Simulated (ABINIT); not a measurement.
The system is PbS.

```
Pb S
1.0
     3.65366    0.00000    0.00000
     0.00000    3.65366    0.00000
     0.00000    0.00000    3.65366
Pb S
1 1
Direct
  0.00000 0.00000 0.00000
  0.50000 0.50000 0.50000
```

Measurements of this composition are mostly on another form, of space group No. 225.

Base run:

| Property | Result |
| --- | --- |
| Program | ABINIT 10.8.3 (patched build) |
| Functional | PBE |
| Potentials or basis | JTH PAW PBE v2.0 |
| Cutoff | 599 eV |
| k mesh | 7 × 7 × 7 |
| Occupations | fermi-dirac, width 0.05 eV |
| Spin | no spin polarisation |

Its results: pressure 0.0 GPa.

After a change of settings the same cell gave: pressure -3.4 GPa. Which change was it?
A. potentials or basis from JTH PAW PBE v2.0 to PseudoDojo NC SR PBE v0.4.1 standard; cutoff from 599 eV to 707 eV; k mesh from 7 × 7 × 7 to 5 × 5 × 5
B. functional from PBE to PBEsol
C. functional from PBE to r2SCAN; cutoff from 599 eV to 707 eV; fine-grid cutoff from 1197.3 eV to 1306.15 eV
D. functional from PBE to LDA; potentials or basis from JTH PAW PBE v2.0 to JTH PAW LDA v2.0

B.

PBEsol binds more tightly than PBE, so the same cell stands under less pressure.

Caveats: the PAW data sets were made with another functional, which shifts forces and pressure a little (some runs).
